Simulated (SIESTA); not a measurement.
Input of a SIESTA 5.4.2 run:

Contents of run.py:

```python
from ase import Atoms
from ase.calculators.siesta import Siesta
from ase.units import Ry, GPa
from ase.eos import EquationOfState

atoms = Atoms(
    ['As', 'B'],
    cell=[
        [0.0, 2.3885, 2.3885],
        [2.3885, 0.0, 2.3885],
        [2.3885, 2.3885, 0.0],
    ],
    scaled_positions=[
        [0.75, 0.75, 0.75],
        [0.0, 0.0, 0.0],
    ],
    pbc=True,
)

fdf = {
    'SCFMustConverge': False,
    'OccupationFunction': 'FD',
    'ElectronicTemperature': '0.05 eV',
    'MaxSCFIterations': '120',
    'SCF.Mixer.Method': 'Pulay',
    'SCF.Mixer.Weight': '0.25',
    'SCF.Mixer.History': '8',
    'SCF.DM.Tolerance': '5.0e-05',
    'SCF.H.Tolerance': '1.0e-03 eV',
    'WriteForces': 'true',
    'Charge.Mulliken': 'end',
}
calc = Siesta(
    label="BAs",
    command="siesta < PREFIX.fdf > PREFIX.out",
    pseudo_path="pseudos",
    pseudo_qualifier="",
    xc=('GGA', 'PBE'),
    basis_set="TZP",
    mesh_cutoff=500 * Ry,
    energy_shift=0.01 * Ry,
    kpts=[10, 10, 10],
    spin="non-polarized",
    fdf_arguments=fdf,
)
atoms.calc = calc

cell0 = atoms.cell.copy()
volumes, energies = [], []
for x in [0.94, 0.96, 0.98, 1.0, 1.02, 1.04, 1.06]:
    atoms.set_cell(cell0 * x ** (1 / 3), scale_atoms=True)
    volumes.append(atoms.get_volume() / len(atoms))
    energies.append(atoms.get_potential_energy(force_consistent=True) / len(atoms))
    print(f"V = {volumes[-1]:.5f} A^3/atom   F = {energies[-1]:.6f} eV/atom", flush=True)
v0, e0, b0 = EquationOfState(volumes, energies, eos="birchmurnaghan").fit()
print(f"v0 = {v0:.4f} A^3/atom, e0 = {e0:.5f} eV/atom, B0 = {b0 / GPa:.1f} GPa")
```

Potentials or basis: PseudoDojo 0.4 standard (PBE files), TZP (energy shift 0.01 Ry).

Run with:

```console
$ python run.py
```

(1) Estimate the bulk modulus.

(2) What does it give for the equilibrium volume?

(3) What does it give for the pressure derivative of the bulk modulus?

Results:

(1) 124 GPa.

(2) 14.07 Å³/atom.

(3) 5.0.

Caveat: semicore shells carry a single zeta, which can move pressures by several GPa and volumes by a few percent; the basis of atomic orbitals isn't converged, which shifts pressures, moduli and gaps.

**Measured values to compare with.**

From “Basic Physical Properties of Cubic Boron Arsenide”, 2019, arxiv:1911.11281, for a bulk crystal of BAs: bulk modulus 148 GPa.

A measured bulk modulus of BAs is 148 GPa (quoted in “Basic Physical Properties of Cubic Boron Arsenide”, 2019, arxiv:1911.11281); the calculated 124 GPa misses it by -16.4 %. The fit is for a static lattice scaled at fixed shape and fixed fractional positions.
